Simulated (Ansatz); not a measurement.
## CaF2: levels along high-symmetry lines

```
Ca F
1.0
     0.00000    2.75547    2.75547
     2.75547    0.00000    2.75547
     2.75547    2.75547    0.00000
Ca F
1 2
Direct
  0.00000 0.00000 0.00000
  0.25000 0.25000 0.25000
  0.75000 0.75000 0.75000
```

Atoms are numbered in the order listed.

The cell was built from the fluorite type and relaxed in the same program, and has space group Fm-3m; it needn't be a known or the stable phase.

These are results of DFT, PBE, all-electron LAPW, scalar-relativistic (Ansatz 0.2.0), not measurements.

Settings: a Γ-centred 12×12×12 k mesh, Fermi–Dirac smearing of 0.03 eV, basis error target 1 meV/atom, no spin polarisation.

Points in fractions of the reciprocal vectors of this cell: Γ (0, 0, 0), X (0.5, 0, 0.5), U (0.625, 0.25, 0.625), K (0.375, 0.375, 0.75), L (0.5, 0.5, 0.5), W (0.5, 0.25, 0.75). The path joins them by straight lines in the order Γ–X–U–K–Γ–L–W–X; legs that retrace an earlier one aren't tabulated. Energies are in eV from the top of the valence band.

Task: Is there a gap, and where are the band edges?

Result: 7.14 eV, indirect from X (0.5, 0, 0.5) to Γ.

Task: List the levels between -5 and 5 eV at the symmetry points.

Result: 
Γ: -2.02 (×3), -0.25 (×3)
X: -2.61, -1.61 (×2), -0.35 (×2), 0.00
U: -2.36, -1.68, -1.46, -0.61, -0.43, -0.09
K: -2.36, -1.68, -1.46, -0.61, -0.43, -0.09
L: -1.44 (×2), -1.25, -1.20, -0.82 (×2)
W: -2.18, -2.07, -1.01 (×2), -0.27, -0.09
